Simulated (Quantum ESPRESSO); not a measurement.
## SiNi: Wannier functions under several settings

```
Ni Si
1.0
     5.17310    0.00000    0.00000
     0.00000    3.33810    0.00000
     0.00000    0.00000    5.60490
Ni Si
4 4
Direct
  0.99221 0.75000 0.81248
  0.50779 0.25000 0.31248
  0.49221 0.75000 0.68752
  0.00779 0.25000 0.18752
  0.67872 0.25000 0.91750
  0.82128 0.75000 0.41750
  0.17872 0.25000 0.58250
  0.32128 0.75000 0.08250
```

All runs used Quantum ESPRESSO 7.5; potentials GBRV 1.5 LDA; k mesh 3 × 5 × 3; given cell; collinear spin, ferromagnetic start; cutoff 612 eV; occupations fermi-dirac, width 0.05 eV.

| level | start | Wannier mesh | spread a function (Å²) | RMS miss of the bands (meV) |
| --- | --- | --- | --- | --- |
| LDA | atomic projections with disentanglement | 2 × 3 × 2 | ? | ? |
| LDA | atomic projections with disentanglement, not minimised | 2 × 3 × 2 | 2.16 | 105 |
| LDA | SCDM with an erfc weight | 2 × 3 × 2 | 1.58 | 78 |

What stands in the row left open?

Spread a function 0.83 Å²; RMS miss of the bands 43 meV.

Caveats: all runs use coarse meshes; the Wannier minimisation didn't converge (some runs).

For the row left open. Caveat: the k mesh is coarse (spacing up to 0.40 Å⁻¹), so the values aren't converged; the Wannier minimisation didn't converge.
